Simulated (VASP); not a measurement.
Input of a VASP 6.6.1 run:

INCAR

```
ALGO = Fast
EDIFF = 1E-6
ENCUT = 520
GGA = PS
ISIF = 2
ISMEAR = 0
ISYM = 0
LASPH = T
LCHARG = F
LREAL = F
LWAVE = F
NBANDS = 8
NELM = 100
PREC = Accurate
SIGMA = 0.1
```

The input KPOINTS:

```
k-points
0
Gamma
  15 15 14
```

POSCAR

```
Al
1.0
    2.7401859211     -0.0000205280      0.0139591569
   -1.3701107383      2.3731014107      0.0000000000
    1.3824121971      0.7981360542      2.3985244131
Al
1
Direct
    0.0000000000      0.0000000000      0.0000000000
```

Potentials or basis: VASP PAW PBE potentials, release 64 (Al).

Command:

```sh
$ cat potpaw_PBE.64/Al/POTCAR > POTCAR
$ mpirun -np 1 vasp_std > vasp.out
```

Q: What does it give for the band gap on the k mesh?

A: None (metal or under the smearing width).

Q: What does it give for the pressure?

A: 4.4 GPa.

Stress tensor (GPa, compression positive):
```
6.55 0.06 0.06
0.06 6.48 0.03
0.06 0.03 0.09
```

Caveat: the PAW data sets were made with another functional, which shifts forces and pressure a little.
